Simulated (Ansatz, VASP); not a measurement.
## CuO in VASP and in Ansatz

```
CELL_PARAMETERS angstrom
2.33660 -1.73850 0.00000
2.33660 1.73850 0.00000
-0.76216 0.00000 5.06194
ATOMIC_POSITIONS crystal
Cu 0.00000 0.50000 0.00000
Cu 0.50000 0.00000 0.50000
O 0.54830 0.45170 0.25000
O 0.45170 0.54830 0.75000
```

Alike in both runs: task single point; functional r2SCAN; k mesh 7 × 7 × 4; occupations fermi-dirac, width 0.05 eV; no spin polarisation.

|  | VASP | Ansatz |
| --- | --- | --- |
| version | VASP 6.6.1 | Ansatz 0.2.0 |
| potentials or method | VASP PAW PBE potentials, release 64 (Cu, O) | PAW, plane waves, scalar-relativistic |
| plane-wave cutoff (eV) | 520 | 500 |
| valence electrons in the cell | 34 | 50 |

Ansatz gave:

| Item | Value |
| --- | --- |
| pressure (GPa) | 0.3 |
| largest component of the traceless stress (GPa) | 2.62 |
| rms of the force components (eV/Å) | 0.057 |

Problem. Estimate VASP's values.

Solution. Pressure (GPa): 1.3; largest component of the traceless stress (GPa): 2.76; rms of the force components (eV/Å): 0.078.

Atom by atom the forces differ by 0.021 eV/Å (rms over components). With one functional, cell and mesh, what is left measures potentials, basis and numerics. The two sets of potentials don't hold the same shells in valence.

Caveats: the PAW data sets were made with another functional, which shifts forces and pressure a little (VASP); the run has no spin polarisation, though such a crystal can be magnetic.
